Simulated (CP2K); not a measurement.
TePb under changes of volume

One of the cells (33.730 Å³/atom); the others are scaled copies at fixed shape and fractional positions:

```
Pb Te
1.0
     4.56932    0.00000    0.00000
     2.28466    3.95715    0.00000
     2.28466    1.31905    3.73084
Pb Te
1 1
Direct
  0.00000 0.00000 0.00000
  0.50000 0.50000 0.50000
```

```yaml
Program: CP2K 2026.2
Functional: PBE
Potentials_or_basis: POTENTIAL_UZH Pb GTH-PBE-q4, Te GTH-PBE-q6; TZVP-MOLOPT-PBE-GTH basis
Density_cutoff: 6123 eV
k_mesh: 7 × 7 × 7
Occupations: fermi-dirac, width 0.05 eV
Spin: no spin polarisation
```

| volume (Å³/atom) | energy over the lowest point (meV/atom) | pressure (GPa) |
| --- | --- | --- |
| 31.706 | 71.89 | 6.2 |
| 32.380 | 48.40 | 4.9 |
| 33.055 | 30.16 | 3.8 |
| 33.730 | ? | ? |
| 34.404 | 7.40 | 1.7 |
| 35.079 | 1.97 | 0.9 |
| 35.753 | 0.00 | 0.1 |

**Question.** What does the run at 33.730 Å³/atom give?

**Answer.** Energy over the lowest point 16.65 meV/atom; pressure 2.7 GPa.

Worked out: A Birch-Murnaghan fit of order 3 (a polynomial in V^(-2/3)) to the other rows has its minimum at 35.83 Å³/atom, just outside them, with B0 = V·E''(V) = 39 GPa and B' = 4.5. It gives 16.64 meV/atom at 33.730 Å³/atom, against the run's 16.65, and -dE/dV = 2.7 GPa, against 2.7.

Energies are extrapolated to zero smearing.

Caveats: the basis of atomic orbitals isn't converged, which shifts pressures, moduli and gaps.
